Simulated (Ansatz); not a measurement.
# BN (hexagonal boron nitride): the cost of one run

Method: DFT r2SCAN+rVV10, scalar-relativistic, plane waves, PAW, in Ansatz 0.2.0.

**1. The system as given**

Symmetry: P6_3/mmc, No. 194, hexagonal system. Conventional cell: a = 2.504 Å, b = 2.504 Å, c = 6.661 Å, α = 90.00°, β = 90.00°, γ = 120.00°. B (site symmetry -6m2) is surrounded by 3 N at 1.45 Å. Around N (site symmetry -6m2) lie 3 B at 1.45 Å.

Coordinates:

```
CELL_PARAMETERS angstrom
2.50400 0.00000 0.00000
-1.25200 2.16853 0.00000
0.00000 0.00000 6.66100
ATOMIC_POSITIONS crystal
B 0.33333 0.66667 0.25000
N 0.66667 0.33333 0.25000
N 0.33333 0.66667 0.75000
B 0.66667 0.33333 0.75000
```

**2. Relaxing cell and atoms: BN (hexagonal boron nitride), no spin**

Contents of input.yaml:

```yaml
crystal:
  lattice:
    - [2.504, 0.0, 0.0]
    - [-1.252, 2.1685276111, 0.0]
    - [0.0, 0.0, 6.661]
  atoms:
    - { symbol: B, position: [0.3333333333, 0.6666666667, 0.25] }
    - { symbol: "N", position: [0.6666666667, 0.3333333333, 0.25] }
    - { symbol: "N", position: [0.3333333333, 0.6666666667, 0.75] }
    - { symbol: B, position: [0.6666666667, 0.3333333333, 0.75] }
scf:
  occupations: { method: fixed }
output:
  forces: true
  stress: true
  eigenvalues: true
  write_density: true
  write_potential: true
  elf: true
  volumetric_format: npy
hamiltonian:
  xc: r2scan
  dispersion: rvv10
kpoints:
  mp_grid: { grid: [12, 12, 4] }
basis:
  ecutwfc: 560
relax:
  f_tol: 0.002
  max_steps: 60
  cell: { stress_tol: 0.005 }
```

Launch:

```sh
ansatz run input.yaml --threads 4 --pin off --max-ram 8192MiB --backend cpu --events-out ev --progress --plain --runs-dir out
```

**Question.** How long does this run take on 4 threads of Intel Xeon Platinum 8259CL at 2.50GHz (Skylake/Cascade Lake), shared host, and how much memory does it need?

About 26 s, with a peak of 0.59 GiB.
